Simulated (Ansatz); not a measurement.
Ge:

```
CELL_PARAMETERS angstrom
1.39715 -2.60052 0.00000
1.39715 2.60052 0.00000
0.00000 0.00000 2.69823
ATOMIC_POSITIONS crystal
Ge 0.50000 0.50000 0.00000
```

This isn't the form of Ge at room conditions, which is diamond.

- Program: Ansatz 0.2.0
- Task: relaxation of cell and atoms
- Functional: PBEsol
- Dispersion: D3(BJ)
- Potentials or basis: Ansatz PAW
- Cutoff: 420 eV (not typed: the program's choice for these potentials)
- k mesh: 11 × 11 × 10
- Occupations: fermi-dirac, width 0.05 eV
- Spin: no spin polarisation

At the start: volume 19.61 Å³/atom.

Q: Where does the relaxation end?

A: It ends after 7 steps and the volume is 17.69 Å³/atom (-9.8 %); space group Cmmm (No. 65, to 0.05 Å).

Step by step:
```
step  energy change (eV)  largest force (eV/Å)  volume (Å³)
   1              0.0000                0.0000        19.61
   2             -0.0482                0.0000        17.78
   3             -0.0494                0.0000        17.63
   4             -0.0495                0.0000        17.68
   5             -0.0496                0.0000        17.68
   6             -0.0496                0.0000        17.69
   7             -0.0492                0.0000        17.69
```

Final structure:
```xyz
1
Lattice="1.3789 -2.4347 0.0000 1.3789 2.4347 0.0000 0.0000 0.0000 2.6348" Properties=species:S:1:pos:R:3 pbc="T T T"
Ge    1.3789    0.0000    0.0000
```

Caveat: the plane-wave basis is chosen anew once the cell has moved, so the energies of steps on either side of that aren't comparable; pairwise dispersion overbinds metals, which lowers pressure and volume; the PAW data sets come from PBE, with cores solved anew for the run's functional, which leaves a small shift of forces and pressure.
